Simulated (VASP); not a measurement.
Input of a VASP 6.6.1 run:

INCAR

```
PREC     = Accurate       # precision mode
ENCUT    = 520            # plane-wave cutoff, eV
EDIFF    = 1E-6           # SCF threshold, eV
ISMEAR   = 0              # smearing method
SIGMA    = 0.02           # smearing width, eV
LREAL    = False          # projectors in reciprocal space
LASPH    = True           # aspherical terms in the spheres
NELM     = 100            # most SCF steps
ALGO     = Normal         # electronic algorithm
ISIF     = 2              # what is computed and relaxed
LWAVE    = False          # write WAVECAR
LCHARG   = False          # write CHGCAR
LMAXMIX  = 4              # l up to which the mixer works
METAGGA  = R2SCAN         # meta-GGA
LMIXTAU  = True         
KPAR     = 2
```

The input KPOINTS:

```
Automatic mesh
0
Gamma
  10 10 2
```

Contents of POSCAR:

```
MoSe2
1.0
    3.2880000000      0.0000000000      0.0000000000
   -1.6440000000      2.8474915276      0.0000000000
    0.0000000000      0.0000000000     12.9000000000
Mo Se
2 4
Direct
    0.6666666667      0.3333333333      0.7500000000
    0.3333333333      0.6666666667      0.2500000000
    0.6666666667      0.3333333333      0.3750000000
    0.3333333333      0.6666666667      0.8750000000
    0.6666666667      0.3333333333      0.1250000000
    0.3333333333      0.6666666667      0.6250000000
```

KPOINTS_OPT

```
path GMKGALHA,LM,KH
10
line-mode
reciprocal
 0.0000000000  0.0000000000  0.0000000000  G
 0.5000000000  0.0000000000  0.0000000000  M

 0.5000000000  0.0000000000  0.0000000000  M
 0.3333333333  0.3333333333  0.0000000000  K

 0.3333333333  0.3333333333  0.0000000000  K
 0.0000000000  0.0000000000  0.0000000000  G

 0.0000000000  0.0000000000  0.0000000000  G
 0.0000000000  0.0000000000  0.5000000000  A

 0.0000000000  0.0000000000  0.5000000000  A
 0.5000000000  0.0000000000  0.5000000000  L

 0.5000000000  0.0000000000  0.5000000000  L
 0.3333333333  0.3333333333  0.5000000000  H

 0.3333333333  0.3333333333  0.5000000000  H
 0.0000000000  0.0000000000  0.5000000000  A

 0.5000000000  0.0000000000  0.5000000000  L
 0.5000000000  0.0000000000  0.0000000000  M

 0.3333333333  0.3333333333  0.0000000000  K
 0.3333333333  0.3333333333  0.5000000000  H
```

Potentials or basis: VASP PAW PBE potentials, release 64 (Mo_sv, Se).

The run is started by

```console
$ cat potpaw_PBE.64/Mo_sv/POTCAR potpaw_PBE.64/Se/POTCAR > POTCAR
$ mpirun -np 2 vasp_std > vasp.out
```

Q: What does it give for the pressure?

A: 7.0 GPa.

Q: Estimate the largest force.

A: 0.930 eV/Å.

Levels at the corners of the path, in eV from the valence-band top:
| point | band 24 | band 25 | band 26 | band 27 | band 28 | band 29 |
| --- | --- | --- | --- | --- | --- | --- |
| Γ | -1.10 | -1.00 | 0.00 | 2.51 | 2.52 | 2.57 |
| M | -1.37 | -1.36 | -1.27 | 1.46 | 1.51 | 1.85 |
| M | -1.37 | -1.36 | -1.27 | 1.46 | 1.51 | 1.85 |
| K | -2.64 | -0.69 | -0.53 | 0.95 | 0.95 | 1.91 |
| K | -2.64 | -0.69 | -0.53 | 0.95 | 0.95 | 1.91 |
| Γ | -1.10 | -1.00 | 0.00 | 2.51 | 2.52 | 2.57 |
| Γ | -1.10 | -1.00 | 0.00 | 2.51 | 2.51 | 2.57 |
| A | -1.99 | -0.22 | -0.22 | 2.53 | 2.53 | 2.53 |
| A | -1.99 | -0.22 | -0.22 | 2.53 | 2.53 | 2.53 |
| L | -1.46 | -1.31 | -1.31 | 1.48 | 1.48 | 1.99 |
| L | -1.46 | -1.31 | -1.31 | 1.48 | 1.48 | 1.99 |
| H | -2.78 | -0.62 | -0.62 | 0.95 | 0.95 | 2.36 |
| H | -2.78 | -0.62 | -0.62 | 0.95 | 0.95 | 2.36 |
| A | -1.99 | -0.22 | -0.22 | 2.53 | 2.53 | 2.53 |
| L | -1.46 | -1.31 | -1.31 | 1.48 | 1.48 | 1.99 |
| M | -1.37 | -1.36 | -1.27 | 1.46 | 1.51 | 1.85 |
| K | -2.64 | -0.69 | -0.53 | 0.95 | 0.95 | 1.91 |
| H | -2.78 | -0.62 | -0.62 | 0.95 | 0.95 | 2.36 |

Caveat: the PAW data sets were made with another functional, which shifts forces and pressure a little; the cell's inner coordinates are idealised or old, which leaves forces on the atoms.
